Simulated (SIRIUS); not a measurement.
# CdSe under changes of volume

One of the cells (28.942 Å³/atom); the others are scaled copies at fixed shape and fractional positions:

```xyz
2
Lattice="0.0000 3.0703 3.0703 3.0703 0.0000 3.0703 3.0703 3.0703 0.0000" Properties=species:S:1:pos:R:3 pbc="T T T"
Cd    0.0000    0.0000    0.0000
Se    1.5351    1.5351    1.5351
```

Measurements of this composition are mostly on another form, of space group No. 186.

| Property | Result |
| --- | --- |
| Program | SIRIUS 7.12.0 |
| Functional | PBEsol |
| Potentials or basis | PseudoDojo 0.4.1 PBEsol standard (scalar relativistic) |
| Cutoff | 1388 eV |
| Density cutoff | 5552 eV |
| k mesh | 8 × 8 × 8 |
| Occupations | fermi-dirac, width 0.05 eV |
| Spin | no spin polarisation |

```tsv
volume (Å³/atom)	energy over the lowest point (meV/atom)	pressure (GPa)	gap on the mesh (eV)
27.206	5.08	1.9	0.55
27.784	?	?	?
28.363	0.00	-0.4	0.46
28.942	3.25	-1.4	0.43
29.521	9.79	-2.3	0.39
30.100	19.26	-3.0	0.35
30.679	31.34	-3.7	0.31
```

Task: What does the run at 27.784 Å³/atom give?

Result: Energy over the lowest point 0.46 meV/atom; pressure 0.6 GPa; gap on the mesh 0.50 eV.

Worked out: A Birch-Murnaghan fit of order 3 (a polynomial in V^(-2/3)) to the other rows has its minimum at 28.14 Å³/atom with B0 = V·E''(V) = 52 GPa and B' = 4.7. It gives 0.46 meV/atom at 27.784 Å³/atom, against the run's 0.46, and -dE/dV = 0.7 GPa, against 0.6. A straight line through the other rows of the gap, of slope -1.97 eV per unit of ln V, gives 0.51 eV, against the run's 0.50.

Energies are extrapolated to zero smearing.

A mesh can miss the band edges. Spin-orbit coupling on Cd, Se is left out.
